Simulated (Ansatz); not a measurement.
**Point defect: Pt vacancy in Pt**

The calculation used DFT PBE, scalar-relativistic, plane waves, PAW (Ansatz 0.2.0). (420 eV cutoff, 3×3×3 k-mesh, Gaussian smearing of 0.10 eV, no spin polarisation)

Host crystal, relaxed:

```
Pt
1.0
     0.00000    1.98512    1.98512
     1.98512    0.00000    1.98512
     1.98512    1.98512    0.00000
Pt
1
Direct
  0.00000 0.00000 0.00000
```

Supercell of 62 atoms, rows in host cell vectors: -2 2 -3; -3 2 3; 3 2 -2. Atoms relax at the host's cell, keeping the symmetry that the supercell leaves at the site. The cell is small, so energies carry finite-size errors of tenths of an eV. The host is a metal.

Spin–orbit coupling is left out, which can shift energies with elements as heavy as these.

Defect: Pt vacancy, charge 0.

Command:

```bash
ansatz run input.yaml --threads 8 --pin off --max-ram 20480MiB --backend cpu --events-out ev --progress --plain --runs-dir out
```

The input:

```yaml
crystal:
  lattice:
    - [-1.9851153494, -9.9255767469, 0.0]
    - [9.9255767469, 0.0, -1.9851153494]
    - [0.0, 1.9851153494, 9.9255767469]
  atoms:
    - { symbol: Pt, position: [0.8225806452, 0.564516129, 0.1129032258] }
    - { symbol: Pt, position: [0.6290322581, 0.7258064516, 0.1451612903] }
    - { symbol: Pt, position: [0.435483871, 0.8870967742, 0.1774193548] }
    - { symbol: Pt, position: [0.8709677419, 0.7741935484, 0.3548387097] }
    - { symbol: Pt, position: [0.6774193548, 0.935483871, 0.3870967742] }
    - { symbol: Pt, position: [0.9193548387, 0.9838709677, 0.5967741935] }
    - { symbol: Pt, position: [0.8064516129, 0.1612903226, 0.0322580645] }
    - { symbol: Pt, position: [0.6129032258, 0.3225806452, 0.064516129] }
    - { symbol: Pt, position: [0.4193548387, 0.4838709677, 0.0967741935] }
    - { symbol: Pt, position: [0.2258064516, 0.6451612903, 0.1290322581] }
    - { symbol: Pt, position: [0.0322580645, 0.8064516129, 0.1612903226] }
    - { symbol: Pt, position: [0.8548387097, 0.3709677419, 0.2741935484] }
    - { symbol: Pt, position: [0.6612903226, 0.5322580645, 0.3064516129] }
    - { symbol: Pt, position: [0.4677419355, 0.6935483871, 0.3387096774] }
    - { symbol: Pt, position: [0.2741935484, 0.8548387097, 0.3709677419] }
    - { symbol: Pt, position: [0.9032258065, 0.5806451613, 0.5161290323] }
    - { symbol: Pt, position: [0.7096774194, 0.7419354839, 0.5483870968] }
    - { symbol: Pt, position: [0.5161290323, 0.9032258065, 0.5806451613] }
    - { symbol: Pt, position: [0.9516129032, 0.7903225806, 0.7580645161] }
    - { symbol: Pt, position: [0.7580645161, 0.9516129032, 0.7903225806] }
    - { symbol: Pt, position: [0.4032258065, 0.0806451613, 0.0161290323] }
    - { symbol: Pt, position: [0.2096774194, 0.2419354839, 0.0483870968] }
    - { symbol: Pt, position: [0.0161290323, 0.4032258065, 0.0806451613] }
    - { symbol: Pt, position: [0.6451612903, 0.1290322581, 0.2258064516] }
    - { symbol: Pt, position: [0.4516129032, 0.2903225806, 0.2580645161] }
    - { symbol: Pt, position: [0.2580645161, 0.4516129032, 0.2903225806] }
    - { symbol: Pt, position: [0.064516129, 0.6129032258, 0.3225806452] }
    - { symbol: Pt, position: [0.8870967742, 0.1774193548, 0.435483871] }
    - { symbol: Pt, position: [0.6935483871, 0.3387096774, 0.4677419355] }
    - { symbol: Pt, position: [0.5, 0.5, 0.5] }
    - { symbol: Pt, position: [0.3064516129, 0.6612903226, 0.5322580645] }
    - { symbol: Pt, position: [0.1129032258, 0.8225806452, 0.564516129] }
    - { symbol: Pt, position: [0.935483871, 0.3870967742, 0.6774193548] }
    - { symbol: Pt, position: [0.7419354839, 0.5483870968, 0.7096774194] }
    - { symbol: Pt, position: [0.5483870968, 0.7096774194, 0.7419354839] }
    - { symbol: Pt, position: [0.3548387097, 0.8709677419, 0.7741935484] }
    - { symbol: Pt, position: [0.9838709677, 0.5967741935, 0.9193548387] }
    - { symbol: Pt, position: [0.7903225806, 0.7580645161, 0.9516129032] }
    - { symbol: Pt, position: [0.5967741935, 0.9193548387, 0.9838709677] }
    - { symbol: Pt, position: [0.0, 0.0, 0.0] }
    - { symbol: Pt, position: [0.2419354839, 0.0483870968, 0.2096774194] }
    - { symbol: Pt, position: [0.0483870968, 0.2096774194, 0.2419354839] }
    - { symbol: Pt, position: [0.4838709677, 0.0967741935, 0.4193548387] }
    - { symbol: Pt, position: [0.2903225806, 0.2580645161, 0.4516129032] }
    - { symbol: Pt, position: [0.0967741935, 0.4193548387, 0.4838709677] }
    - { symbol: Pt, position: [0.7258064516, 0.1451612903, 0.6290322581] }
    - { symbol: Pt, position: [0.5322580645, 0.3064516129, 0.6612903226] }
    - { symbol: Pt, position: [0.3387096774, 0.4677419355, 0.6935483871] }
    - { symbol: Pt, position: [0.1451612903, 0.6290322581, 0.7258064516] }
    - { symbol: Pt, position: [0.9677419355, 0.1935483871, 0.8387096774] }
    - { symbol: Pt, position: [0.7741935484, 0.3548387097, 0.8709677419] }
    - { symbol: Pt, position: [0.5806451613, 0.5161290323, 0.9032258065] }
    - { symbol: Pt, position: [0.3870967742, 0.6774193548, 0.935483871] }
    - { symbol: Pt, position: [0.1935483871, 0.8387096774, 0.9677419355] }
    - { symbol: Pt, position: [0.0806451613, 0.0161290323, 0.4032258065] }
    - { symbol: Pt, position: [0.3225806452, 0.064516129, 0.6129032258] }
    - { symbol: Pt, position: [0.1290322581, 0.2258064516, 0.6451612903] }
    - { symbol: Pt, position: [0.564516129, 0.1129032258, 0.8225806452] }
    - { symbol: Pt, position: [0.3709677419, 0.2741935484, 0.8548387097] }
    - { symbol: Pt, position: [0.1774193548, 0.435483871, 0.8870967742] }
    - { symbol: Pt, position: [0.1612903226, 0.0322580645, 0.8064516129] }
basis:
  ecutwfc: 420
  xc_grid: 2
kpoints:
  mp_grid: { grid: [3, 3, 3], shift: [0.0, 0.0, 0.0] }
hamiltonian:
  xc: pbe
scf:
  occupations: { method: gaussian, width: 0.1 }
output:
  forces: true
  stress: false
  eigenvalues: true
  write_density: true
  write_potential: true
  elf: true
  volumetric_format: npy
relax:
  adjacent_minimum: "off"
  f_tol: 0.025
  max_steps: 45
```

From the output:

```
Warning: RAYON_NUM_THREADS=8 ignored (pool sized by the plan → 8); use --threads N
Crystal: 61 atoms, lattice volume = 970.016 Å³
Basis set: ecut = 420 eV, 18939 PW (Γ), exchange–correlation on 144×144×144 points (8 copies of the dense FFT grid, shifted against one another)
Bands: 659, of which v1, the nominal top of the filled ones, is band 549 counted from 1 (548 counted from 0)
Symmetry: 6 space group operations
Space group: R-3 (ITA 148), of the structure as read, at distance tolerance 9.9e-5 Å
k-points: 6 of 27
relax step   1: F+E_penalty+E_count = -763902.94774092 eV  Δ(F+E_penalty+E_count) = +0.000e0 eV  max|allowed force component| = 4.506e-1 eV/Å  Δτ_max = 0.0000 Å
relax step   2: F+E_penalty+E_count = -763903.02919209 eV  Δ(F+E_penalty+E_count) = -8.145e-2 eV  max|allowed force component| = 4.558e-1 eV/Å  Δτ_max = 0.1323 Å
relax step   3: F+E_penalty+E_count = -763903.26685404 eV  Δ(F+E_penalty+E_count) = -2.377e-1 eV  max|allowed force component| = 2.616e-2 eV/Å  Δτ_max = 0.0540 Å
relax step   4: F+E_penalty+E_count = -763903.26828753 eV  Δ(F+E_penalty+E_count) = -1.433e-3 eV  max|allowed force component| = 6.206e-3 eV/Å  Δτ_max = 0.0041 Å
SCF converged after 6 iterations
Free energy (F): -763903.268288 eV
E sigma→0 (E₀):  -763902.929861 eV
Fermi energy:    21.804123 eV
```

The relaxation gained 0.32 eV in 4 steps. Time: 5.4 min on 8 threads of Intel(R) Xeon(R) Processor @ 2.70GHz (shared host), peak memory 13 GiB.